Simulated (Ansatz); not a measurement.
# MgTe: the cost of one run

Computed with Ansatz 0.2.0 (DFT PBE, scalar-relativistic, plane waves, PAW, unless a step's input says otherwise).

The COD entry's cell or inner coordinates are ideal or old and differ from later refinements, so a difference from it is no clean test against experiment.

2 further runs of the same task are left out: 2 set aside as unsound or not needed.

**1. The structure to begin with**

Symmetry: F-43m, No. 216, cubic system. Conventional cell: a = 6.410 Å, b = 6.410 Å, c = 6.410 Å, α = 90.00°, β = 90.00°, γ = 90.00°. Cd (site symmetry -43m) has 4 Te at 2.78 Å as nearest neighbours. Te (site symmetry -43m) has 4 Cd at 2.78 Å as nearest neighbours.

As a file:

```
Cd Te
1.0
     0.00000    3.20500    3.20500
     3.20500    0.00000    3.20500
     3.20500    3.20500    0.00000
Cd Te
1 1
Cartesian
  0.0000 0.0000 0.0000
  4.8075 4.8075 4.8075
```

The structure comes from the Crystallography Open Database.

**2. Substitution of an element, cell strained: Cd → Mg, first probe**

What differs from the listed cell: Mg takes all sites of Cd, and lengths are scaled by 0.994 as a first guess of the size; strain xx, yy, zz, yz, xz, xy = -2.7, -2.7, -2.7, +0.0, +0.0, +0.0 %.

The input, input.yaml:

```yaml
crystal:
  lattice:
    - [0.0, 3.0989102039, 3.0989102039]
    - [3.0989102039, 0.0, 3.0989102039]
    - [3.0989102039, 3.0989102039, 0.0]
  atoms:
    - { symbol: Mg, position: [0.0, 0.0, 0.0] }
    - { symbol: Te, position: [0.75, 0.75, 0.75] }
basis:
  ecutwfc: 420
kpoints:
  mp_grid: { grid: [6, 6, 6] }
hamiltonian:
  xc: pbe
scf:
  occupations: { method: gaussian, width: 0.1 }
output:
  forces: true
  stress: true
  eigenvalues: true
```

Command:

```bash
$ ansatz run input.yaml --threads 1 --pin off --max-ram 1331MiB --backend cpu --events-out ev --progress --plain --runs-dir out
```

**Question.** How long does this run take on 1 thread of an Arm CPU, shared host, and how much memory does it need?

About 2.7 s, with a peak of 0.29 GiB.
